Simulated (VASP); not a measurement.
The system is HgSe.

```xyz
2
Lattice="0.0000 3.0390 3.0390 3.0390 0.0000 3.0390 3.0390 3.0390 0.0000" Properties=species:S:1:pos:R:3 pbc="T T T"
Hg    0.0000    0.0000    0.0000
Se    4.5585    4.5585    4.5585
```

Base run:

```yaml
Program: VASP 6.6.1
Functional: TPSS
Potentials_or_basis: VASP PAW PBE potentials, release 64 (Hg, Se)
Cutoff: 520 eV
k_mesh: 8 × 8 × 8
Occupations: fermi-dirac, width 0.05 eV
Spin: no spin polarisation
```

Its results: pressure 5.0 GPa.

Problem. After a change of settings the same cell gave: pressure 2.2 GPa. Which change was it?
A. functional from TPSS to LAK
B. functional from TPSS to PBE
C. functional from TPSS to MS2; further incar settings from ALGO = Normal; EDIFF = 1e-07; NBANDS = 16 to ALGO = Normal; EDIFF = 1e-07

Solution. C.

Caveats: the PAW data sets were made with another functional, which shifts forces and pressure a little.
